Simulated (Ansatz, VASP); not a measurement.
## Cr: VASP beside Ansatz

```xyz
2
Lattice="2.4393 0.0000 0.0000 -1.2197 2.1125 0.0000 0.0000 0.0000 4.4036" Properties=species:S:1:pos:R:3 pbc="T T T"
Cr    0.0000    1.4084    1.1009
Cr    1.2197    0.7042    3.3027
```

Alike in both runs: task single point; functional BLYP; k mesh 16 × 16 × 8; occupations fermi-dirac, width 0.1 eV; no spin polarisation.

|  | VASP | Ansatz |
| --- | --- | --- |
| version | VASP 6.6.1 | Ansatz 0.2.0 |
| potentials or method | VASP PAW PBE potentials, release 64 (Cr_pv) | plane waves (420 eV) with PAW, scalar-relativistic |
| plane-wave cutoff (eV) | 520 | 420 |
| valence electrons in the cell | 24 | 28 |

```tsv
	VASP	Ansatz	Ansatz less VASP
pressure (GPa)	21.5	21.2	-0.24
largest component of the traceless stress (GPa)	2.20	1.84	-0.360
```

With one functional, cell and mesh, what is left measures potentials, basis and numerics. The two sets of potentials don't hold the same shells in valence.

Caveats: so large a pressure means that the cell lies far from this level's equilibrium, or that cutoff or potentials fall short (VASP); the potentials were made for another functional, which shifts forces and pressure (VASP); the run has no spin polarisation, though such a crystal can be magnetic. Spin polarisation is off, so any magnetic state and its effect on volume and gap are missing.
